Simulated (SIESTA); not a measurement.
The system is Ta.

```
Ta
1.0
    -1.65128    1.65128    1.65128
     1.65128   -1.65128    1.65128
     1.65128    1.65128   -1.65128
Ta
1
Cartesian
  0.0000 0.0000 0.0000
```

Base run:

- Program: SIESTA 5.4.2
- Functional: PBEsol
- Potentials or basis: PseudoDojo 0.4 standard (PBEsol files)
- Basis: SZP (energy shift 0.003 Ry)
- Grid cutoff: 800 Ry
- Energy shift: 0.003 Ry
- k mesh: 11 × 11 × 11
- Occupations: fermi-dirac, width 0.05 eV
- Spin: no spin polarisation

Its results: band gap on the k mesh none (metal or under the smearing width); pressure -3.2 GPa.

After a change of settings the same cell gave: band gap on the k mesh none (metal or under the smearing width); pressure -5.4 GPa. Which change was it?
A. basis from SZP (energy shift 0.003 Ry) to DZ (energy shift 0.003 Ry; two zetas on semicore shells)
B. basis from SZP (energy shift 0.003 Ry) to TZP (energy shift 0.003 Ry; two zetas on semicore shells)
C. basis from SZP (energy shift 0.003 Ry) to SZ (energy shift 0.003 Ry)
D. basis from SZP (energy shift 0.003 Ry) to DZP (energy shift 0.003 Ry; two zetas on semicore shells)

A.

Caveats: short orbitals over semicore shells can move pressures by several GPa; spin-orbit coupling is left out, which moves the levels of the heavy elements; the basis of atomic orbitals isn't converged, which shifts pressures, moduli and gaps; the basis has no polarisation orbitals (some runs).

Runs at the PBE level aren't shown here.
